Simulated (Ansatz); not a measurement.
# BeH2: a single-point run

Wanted: a converged single-point run for BeH2, and a check of what comes out. The structure is shown as the input types it. The cell is built on a prototype (fluorite) and needn't be the phase found in nature.

Method: density functional or hybrid calculation with the settings of its input, plane waves (as first typed), in Ansatz 0.2.0.

5 further runs of the same task are left out: 1 for a known fault of the program, 4 that didn't finish.

### 1 The system as given

Symmetry: Fm-3m, No. 225, cubic system. The conventional cell has a = 3.950 Å, b = 3.950 Å, c = 3.950 Å, α = 90.00°, β = 90.00°, γ = 90.00°. Be (site symmetry m-3m) is surrounded by 8 H at 1.71 Å. H (site symmetry -43m) is surrounded by 4 Be at 1.71 Å.

Structure file:

```cif
data_structure
_symmetry_space_group_name_H-M 'Fm-3m'
_symmetry_Int_Tables_number 225
_cell_length_a 3.9499
_cell_length_b 3.9499
_cell_length_c 3.9499
_cell_angle_alpha 90.000
_cell_angle_beta 90.000
_cell_angle_gamma 90.000
_cell_volume 61.62
loop_
_atom_site_label
_atom_site_type_symbol
_atom_site_symmetry_multiplicity
_atom_site_Wyckoff_symbol
_atom_site_fract_x
_atom_site_fract_y
_atom_site_fract_z
_atom_site_occupancy
Be1 Be 4 a 0.00000 0.00000 0.00000 1
H1 H 8 c 0.25000 0.75000 0.75000 1
```

### 2 Input and run

The input, input.yaml:

```yaml
crystal:
  lattice:
    - [0.0, 1.9749473526, 1.9749473526]
    - [1.9749473526, 0.0, 1.9749473526]
    - [1.9749473526, 1.9749473526, 0.0]
  atoms:
    - { symbol: Be, position: [0.0, 0.0, 0.0] }
    - { symbol: H, position: [0.25, 0.25, 0.25] }
    - { symbol: H, position: [0.75, 0.75, 0.75] }
kpoints:
  mp_grid: { grid: [8, 8, 8] }
hamiltonian:
  xc: pbe
scf:
  occupations: { method: fermi_dirac, width: 0.02 }
  n_extra_bands: 4
  mixing: { beta: 0.005 }
  max_iter: 62
output:
  forces: true
  stress: true
  eigenvalues: true
```

Run with:

```sh
ansatz run input.yaml --threads 4 --pin off --max-ram 3686MiB --backend cpu --events-out ev --progress --plain --runs-dir out
```

**Question.** How will this run end, and is anything wrong with its input?

The program finished normally. Convergence says nothing about whether the input makes sense.

The suspect setting: scf.mixing.beta is 0.005. What could go wrong: mixing too weak. Here it converged all the same; such a setting changes the road, not the converged state.

Run again and compare: delete scf.mixing.beta (the default then holds).
